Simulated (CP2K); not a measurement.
Runs of CP2K 2026.2 on MoP. Symmetry: P-6m2, No. 187, hexagonal system. Conventional cell: a = 3.223 Å, b = 3.223 Å, c = 3.191 Å, α = 90.00°, β = 90.00°, γ = 120.00°. Mo (site symmetry -6m2) is surrounded by 6 P at 2.45 Å. P (site symmetry -6m2) is surrounded by 6 Mo at 2.45 Å. 

| potentials or basis | ADDED_MOS | gap on the mesh (eV) | pressure (GPa) |
| --- | --- | --- | --- |
| GTH_POTENTIALS Mo GTH-PBE-q14, P GTH-PBE-q5; TZVP-MOLOPT-SR-GTH, TZVP-MOLOPT-GTH basis | [13] | none | (a) |
| POTENTIAL_UZH Mo GTH-PBE-q14, P GTH-PBE-q5; DZVP-MOLOPT-PBE-GTH basis | [13] | none | 5.0 |
| GTH_POTENTIALS Mo GTH-PBE-q14, P GTH-PBE-q5; DZVP-MOLOPT-SR-GTH basis | [13] | none | (b) |
| POTENTIAL_UZH Mo GTH-PBE-q14, P GTH-PBE-q5; TZV2P-MOLOPT-PBE-GTH basis | [13] | none | 3.3 |
| POTENTIAL_UZH Mo GTH-PBE-q14, P GTH-PBE-q5; ccGRB-D basis | [13] | none | 7.9 |
| GTH_POTENTIALS Mo GTH-PBE-q14, P GTH-PBE-q5; SZV-MOLOPT-SR-GTH basis | [4] | none | 25.4 |
| POTENTIAL_UZH Mo GTH-PBE-q14, P GTH-PBE-q5; TZVP-MOLOPT-PBE-GTH basis | [13] | none | 3.9 |

Alike in all rows: task band structure; level PBE; no spin polarisation; cell as given; k mesh 10 × 10 × 8; smearing fermi-dirac 0.05 eV.

**Question.** Fill in the values left out.

**Answer.** (a) 2.9; (b) 2.7.

Caveats: the basis of atomic orbitals isn't converged, which shifts pressures, moduli and gaps; a minimal basis gives rough bond lengths, pressures and levels (some runs).

A k mesh can miss the band edges, and the runs leave out spin-orbit coupling on Mo.

A gap of «none» marks a metal or a gap under the smearing width.
